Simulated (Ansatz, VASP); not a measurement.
**One calculation of AlN, two programs**

```
Al N
1.0
     0.00000    2.20159    2.13554
     2.20159    0.00000    2.13554
     2.20159    2.20159    0.00000
Al N
1 1
Direct
  0.00000 0.00000 0.00000
  0.75000 0.75000 0.75000
```

Change from the starting cell: strain +0.000 along x and y, -0.030 along z, atoms carried along.

Alike in both runs: task single point; functional PBE; k mesh 10 × 10 × 10; occupations gaussian, width 0.05 eV; no spin polarisation.

```csv
,VASP,Ansatz
version,VASP 6.6.1,Ansatz 0.2.0
potentials or method,"VASP PAW PBE potentials, release 64 (Al, N)","scalar-relativistic, plane waves, PAW"
plane-wave cutoff (eV),520,420
valence electrons in the cell,8,8
```

Ansatz gave:

| Item | Value |
| --- | --- |
| gap on the k mesh at the Fermi level (eV) | 3.16 |
| least direct gap on the mesh (eV) | 4.16 |
| pressure (GPa) | 6.1 |
| largest component of the traceless stress (GPa) | 2.36 |

Task: Which values does VASP return?

Result: gap on the k mesh at the Fermi level (eV): 3.15; least direct gap on the mesh (eV): 4.17; pressure (GPa): 5.9; largest component of the traceless stress (GPa): 2.38.

A k mesh can miss the band edges.
